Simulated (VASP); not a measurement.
Write the native input for VASP 6.6.1 that does the following.

- Task: relaxation of cell and atoms
- Functional: RPBE
- Potentials or basis: VASP PAW PBE potentials, release 64 (Sr_sv, O)
- Cutoff: 600 eV
- k mesh: 8 × 8 × 8
- Occupations: gaussian, width 0.02 eV
- Spin: no spin polarisation
- Further INCAR settings: ALGO = Normal; EDIFF = 1e-07; IBRION = 2; EDIFFG = -0.005; NSW = 90; ISIF = 3

The structure of SrO lies in POSCAR:

```
SrO
1.0
    0.0000000000      2.5806600000      2.5806600000
    2.5806600000      0.0000000000      2.5806600000
    2.5806600000      2.5806600000      0.0000000000
Sr O
1 1
Direct
    0.0000000000      0.0000000000      0.0000000000
    0.5000000000      0.5000000000      0.5000000000
```

The input as run:

INCAR

```
ALGO     = Normal         # electronic algorithm
EDIFF    = 1E-7           # SCF threshold, eV
EDIFFG   = -0.005         # ionic threshold
ENCUT    = 600            # plane-wave cutoff, eV
GGA      = RP             # functional
IBRION   = 2              # ionic algorithm
ISIF     = 3              # what is computed and relaxed
ISMEAR   = 0              # smearing method
LASPH    = True           # aspherical terms in the spheres
LCHARG   = False          # write CHGCAR
LREAL    = False          # projectors in reciprocal space
LWAVE    = False          # write WAVECAR
NELM     = 60             # most SCF steps
NSW      = 90             # ionic steps
PREC     = Accurate       # precision mode
SIGMA    = 0.02           # smearing width, eV
```

KPOINTS

```
k-points
0
Gamma
  8 8 8
```

Potentials or basis: VASP PAW PBE potentials, release 64 (Sr_sv, O).

Launch:

```console
$ cat potpaw_PBE.64/Sr_sv/POTCAR potpaw_PBE.64/O/POTCAR > POTCAR
$ mpirun -np 1 vasp_std > vasp.out
```

Results of the run:

| Item | Value |
| --- | --- |
| Relaxed volume | 18.25 Å³/atom |
| Relaxed cell | a = 3.723 Å, b = 3.723 Å, c = 3.723 Å, α = 60.00°, β = 60.00°, γ = 60.00° |
| Space group after relaxing (to 0.05 Å) | Fm-3m (No. 225) |
| Energy gained by relaxing | 16.4 meV/atom |
| Ionic steps | 3 |
| Pressure after relaxing | 0.0 GPa |
| Band gap on the k mesh | 3.41 eV, indirect (least direct gap 3.54 eV) |

Caveat: the PAW data sets were made with another functional, which shifts forces and pressure a little.

It took 40 s on 1 thread of Intel(R) Xeon(R) Platinum 8488C (Sapphire Rapids), with other jobs on the host, peak memory 0.18 GiB.
